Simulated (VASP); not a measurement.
## MgO in VASP: convergence with k mesh

Input of the first run (k mesh 3 × 3 × 3); the others differ in this setting and in those tied to it:

Contents of INCAR:

```
ALGO = Normal ; EDIFF = 1E-7
ENCUT = 520 ; GGA = PE
ISIF = 2 ; ISMEAR = 0
LASPH = True ; LCHARG = False
LREAL = False ; LWAVE = False
NBANDS = 11 ; NELM = 60
PREC = Accurate ; SIGMA = 0.02
```

KPOINTS

```
k-points
0
Gamma
  3 3 3
```

File POSCAR:

```
MgO
1.0
    0.0000000000      2.0970013927      2.0970013927
    2.0970013927      0.0000000000      2.0970013927
    2.0970013927      2.0970013927      0.0000000000
Mg O
1 1
Direct
    0.0000000000      0.0000000000      0.0000000000
    0.5000000000      0.5000000000      0.5000000000
```

Potentials or basis: VASP PAW PBE potentials, release 64 (Mg, O).

Run with:

```sh
$ cat potpaw_PBE.64/Mg/POTCAR potpaw_PBE.64/O/POTCAR > POTCAR
$ mpirun -np 1 vasp_std > vasp.out
```

The cell is a database's computed one.

Hardware: 1 thread of Intel(R) Xeon(R) 6975P-C (Granite Rapids) (shared host).

```
      k mesh  energy less the tightest run, at zero smearing (meV/atom)  pressure (GPa)  gap on the mesh (eV)  SCF cycles  CPU time (s)  peak memory (GiB)
   3 × 3 × 3                                                      46.22            6.67                 4.810          12           1.5               0.13
   4 × 4 × 4                                                       6.37            6.21                 4.845          12           1.6               0.14
   5 × 5 × 5                                                       1.04            6.18                 4.851          12           1.8               0.13
   6 × 6 × 6                                                       0.19            6.19                 4.853          13           2.1               0.14
   8 × 8 × 8                                                       0.00            6.19                 4.853          13           2.9               0.14
10 × 10 × 10                                                       0.00            6.19                 4.853          13           3.9               0.14
12 × 12 × 12                                                      -0.01            6.19                 4.853          13           5.3               0.15
15 × 15 × 15                                                       0.00            6.19                 4.853          13           7.9               0.15
```

Against the tightest run, the energy stays within 1 meV/atom from 6 × 6 × 6 on; the pressure stays within 0.1 GPa from 4 × 4 × 4 on; the gap on the mesh stays within 0.01 eV from 4 × 4 × 4 on. Meshes of other sizes hit other points, so gaps and Fermi surfaces needn't settle smoothly. The tightest run that finished is the yardstick and may itself not be fully converged.

Caveat, for the tightest run too: an odd mesh through Γ misses points on the zone boundary, where band edges often lie.
